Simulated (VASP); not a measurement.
A run of VASP 6.6.1 is set up as follows.

The input INCAR:

```
PREC = Accurate
ENCUT = 520
EDIFF = 1E-6
ISMEAR = 0
SIGMA = 0.1
LREAL = False
LASPH = True
NELM = 80
ALGO = Fast
ISIF = 2
LWAVE = False
LCHARG = False
GGA = PS
NBANDS = 8
```

File KPOINTS:

```
Automatic mesh
0
Gamma
  16 16 16
```

File POSCAR:

```
Al
1.0
   -1.5977585988      1.5813849585      1.5848219909
    1.5837876987     -1.5492105166      1.5386766489
    1.6606753858      1.6121273036     -1.5526475490
Al
1
Direct
    0.0000000000      0.0000000000      0.0000000000
```

Potentials or basis: VASP PAW PBE potentials, release 64 (Al).

Launch:

```bash
$ cat potpaw_PBE.64/Al/POTCAR > POTCAR
$ mpirun -np 1 vasp_std > vasp.out
```

(1) Predict the pressure.

(2) Estimate the band gap on the k mesh.

Results:

(1) 2.1 GPa.

(2) none (metal or under the smearing width).

Caveat: the PAW data sets were made with another functional, which shifts forces and pressure a little.
